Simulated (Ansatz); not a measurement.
Ru:

```
Ru
1.0
     2.70580    0.00000    0.00000
    -1.35290    2.34329    0.00000
     0.00000    0.00000    4.28190
Ru
2
Direct
  0.66667 0.33333 0.75000
  0.33333 0.66667 0.25000
```

Below is the output of Ansatz 0.2.0 for this cell. Logs are shortened: lines on timing, memory, paths and dates and some standing lists are left out, and cuts for length are marked.

```text
Warning: RAYON_NUM_THREADS=2 ignored (pool sized by the plan → 2); use --threads N
scf.n_extra_bands = 6 over 16 filled bands (N_el = 32.0): the run solves 22 bands
Engine: ansatz 0.2.0, x86_64-unknown-linux-gnu
Pseudopotentials: kind: paw
Pseudopotential: Ru, paw, valence charge 16, recommended cutoff 420 eV (normal), Ru.paw.azcp
Functional definition: PBEsol
  exchange = pbesol_x
  correlation = pbesol_c
Crystal: 2 atoms, lattice volume = 27.149 Å³
Basis set: ecut = 420 eV, 537 PW (Γ), exchange–correlation on 40×40×60 points (8 copies of the dense FFT grid, shifted against one another)
Bands: 22, of which v1, the nominal top of the filled ones, is band 16 counted from 1 (15 counted from 0)
Symmetry: 24 space group operations
Space group: P63/mmc (ITA 194), of the structure as read, at distance tolerance 3.0e-5 Å
k-points: 64 of 726
Non-local potential: Ru, projectors of the file, l = 0: 3, l = 1: 2, l = 2: 2, l = 3: 1
PAW form: soft (Blöchl's): semilocal exchange-correlation on the pseudo side does not see the compensation charge
PAW frozen core: Ru, regenerated for the run's functional, and the local potential with it (the file was generated under x = pbe(κ = 0.804, μ = 0.2195149727645171), c = pbe(β = 0.06672455060314922))
PAW one-centre angular grid: Ru, 590 points (default); XC on 64 Gauss nodes
Initial density: superposition of atomic densities (neutral atoms: chi_scale 0, normalization atom), corrected by the library's trained network
Initial wavefunctions: pseudopotential atomic-orbital guess
Functional: x = pbesol(κ = 0.804, μ = 0.12345679012345678), c = pbesol(β = 0.046)
SCF iter   1: F=—  HF=-11632.998947 eV  |F-HF|=—  |Δ(HF+E_count)|=         —  Δρ=1.09e-2  dr2=2.04e-2  ethr=1.77e-3  ⟨swp⟩=5.1  Hψ=6229  notcnv=0
preconditioner: auto → none  [metal: Δε(μ)=0.032 eV  Ē_g=9.106 eV  σ=0.050 eV  W_gap=0.16  n_scr=8 (ndim 8)  ℏωp=28.5 eV  f_vac=0.000  D(μ)=2.02/eV (n_scr^D=22)  sad-step TF]
SCF iter   2: F=—  HF=-11632.995634 eV  |F-HF|=—  |Δ(HF+E_count)|=   3.31e-3  Δρ=5.72e-3  dr2=5.43e-3  ethr=6.38e-5  ⟨swp⟩=2.0  Hψ=2941  notcnv=0  defer=16
SCF iter   3: F=—  HF=-11632.994595 eV  |F-HF|=—  |Δ(HF+E_count)|=   1.04e-3  Δρ=3.31e-4  dr2=9.93e-6  ethr=1.70e-5  ⟨swp⟩=2.1  Hψ=1989  notcnv=0  defer=16
SCF iter   4: F=—  HF=-11632.994576 eV  |F-HF|=—  |Δ(HF+E_count)|=   1.83e-5  Δρ=7.44e-5  dr2=8.40e-7  ethr=3.10e-8  ⟨swp⟩=2.0  Hψ=2397  notcnv=0  defer=16
iter 5 did not close the SCF: its close was put off for the readings that it lacked (scf_convergence_deferred on its scf_iter line)
SCF iter   5: F=-11632.994576 eV  HF=-11632.994576 eV  |F-HF|=3.93e-8  |Δ(HF+E_count)|=   4.63e-9  Δρ=2.16e-5  dr2=5.67e-8  ethr=2.63e-9  ⟨swp⟩=2.0  Hψ=2172  notcnv=0  defer=16
SCF iter   6: F=-11632.994576 eV  HF=-11632.994576 eV  |F-HF|=1.53e-10  |Δ(HF+E_count)|=   2.40e-8  Δρ=3.30e-6  dr2=1.07e-9  ethr=1.77e-10  ⟨swp⟩=3.7  Hψ=5464  notcnv=0
SCF 1 converged in 6 iterations: F = -11632.994576 eV  dr2 = 1.07e-9
  greatest PAW one-centre occupation: 0.998 electrons in one spin orbital (limit 2), on the Ru atom at site 1 (counted from 0), in its partial waves of l = 0
NSCF: frozen V_eff on 129 k-points
SCF converged after 6 iterations
Free energy (F): -11632.994576 eV
Harris-Foulkes:  -11632.994576 eV  (|F-HF|=1.53e-10)
Internal energy: -11632.977768 eV  (E = F + TS)
E sigma→0 (E₀):  -11632.986172 eV
Entropy (-TS):   -0.016808 eV (-8.404 meV/atom)
Fermi energy:    23.309942 eV
--- Per-component energies (eV) ---
  E_band       = -110.072709
  E_kinetic    = 1027.795291
  E_local      = -2515.557354  (includes V_loc(G=0)·N_el)
  E_nonlocal   = 689.184795
  E_hartree    = 805.233491
  E_xc         = -379.021149
  E_vxc        = -477.461110  (∫ρ·V_xc dr)
  E_paw        = -6798.663744  (= ΣΔE_a)
  E_vpaw       = -444.502352  (= ΣTr[D̂ρ^β])
  E_aug_tail   = -0.000419  (compensation charges beyond the density's cutoff)
  E_ewald      = -4462.455271
  E_core_change = 0.506592  (= ΣΔE_core)
  E_smearing   = -0.016808  (= −TS)
  E_closure    = -0.000000  (closes the sum)
  Σ components = -11632.994576   (vs F -11632.994576, Δ=0.00e0)
--- Forces (eV/Å), atoms counted from 1 ---
  atom   1  Ru    -0.00000000     0.00000000    -0.00000000
  atom   2  Ru    -0.00000000    -0.00000000     0.00000000
  max |Σ_I F_I| component: 1.85e-17 eV/Å
--- Stress (GPa, compression-positive) ---
       -6.033113      -0.000000      -0.000000
       -0.000000      -6.033113      -0.000000
       -0.000000      -0.000000      -6.560823
  P = ⅓ Tr σ = -6.2090 GPa (-62.090 kbar)
--- Band table (eV; the first three rows and the last of 64) ---
  k-point 0: bands = ["-49.6855", "-49.4787", "-20.1975", "-19.2553", "-19.2553", "-19.0839", "-19.0839", "-19.0430", "15.3202", "17.1388", "20.7722", "20.7722", "20.9468", "21.4585", "21.4585", "21.9885", "21.9885", "24.5762", "24.5762", "24.6133", "33.6448", "38.1310"]
  k-point 1: bands = ["-49.6718", "-49.4927", "-20.1235", "-19.2440", "-19.2440", "-19.1240", "-19.0955", "-19.0955", "15.6278", "17.2370", "20.6206", "20.6206", "20.7974", "21.2834", "21.2834", "22.3830", "22.3830", "23.6592", "24.5832", "24.5832", "34.9192", "37.6349"]
  k-point 2: bands = ["-49.6344", "-49.5310", "-19.9191", "-19.3425", "-19.2128", "-19.2128", "-19.1271", "-19.1271", "16.4367", "17.4226", "20.4989", "20.4989", "20.5044", "20.9164", "20.9164", "21.8763", "23.1650", "23.1650", "24.4328", "24.4328", "37.3309", "37.4986"]
  k-point 63: bands = ["-49.4634", "-49.4634", "-19.9702", "-19.9702", "-19.6613", "-19.6613", "-19.2437", "-19.2437", "18.4666", "18.4666", "19.3731", "19.3731", "20.6386", "20.6386", "22.2792", "22.2792", "24.6706", "24.6706", "31.1092", "31.1092", "34.2098", "34.2098"]
```

Question: Write the input and the command behind it.

Answer: Band structure with PBEsol, no spin polarisation. The files as run (others can give the same):

input.yaml
```yaml
crystal:
  lattice:
    - [2.7058, 0.0, 0.0]
    - [-1.3529, 2.3432915376, 0.0]
    - [0.0, 0.0, 4.2819]
  atoms:
    - { symbol: Ru, position: [0.6666666667, 0.3333333333, 0.75] }
    - { symbol: Ru, position: [0.3333333333, 0.6666666667, 0.25] }
hamiltonian:
  xc: pbesol
  pseudopotentials: { kind: paw }
kpoints:
  mp_grid: { grid: [11, 11, 6] }
  band_path:
    path:
      - [[0.0, 0.0, 0.0], [0.5, 0.0, 0.0], [0.3333333333, 0.3333333333, 0.0], [0.0, 0.0, 0.0], [0.0, 0.0, 0.5], [0.5, 0.0, 0.5], [0.3333333333, 0.3333333333, 0.5], [0.0, 0.0, 0.5]]
      - [[0.5, 0.0, 0.5], [0.5, 0.0, 0.0]]
      - [[0.3333333333, 0.3333333333, 0.0], [0.3333333333, 0.3333333333, 0.5]]
    npoints: 14
scf:
  occupations: { method: fermi_dirac, width: 0.05 }
  n_extra_bands: 6
output:
  forces: true
  stress: true
  eigenvalues: true
  fatbands: true
```

Potentials or basis: Ansatz PAW.
Launch:
```sh
$ ansatz run input.yaml --threads 2 --pin off --max-ram 5632MiB --backend cpu --events-out ev --progress --plain --runs-dir out
```

Caveat: the PAW data sets come from PBE, with cores solved anew for the run's functional, which leaves a small shift of forces and pressure.
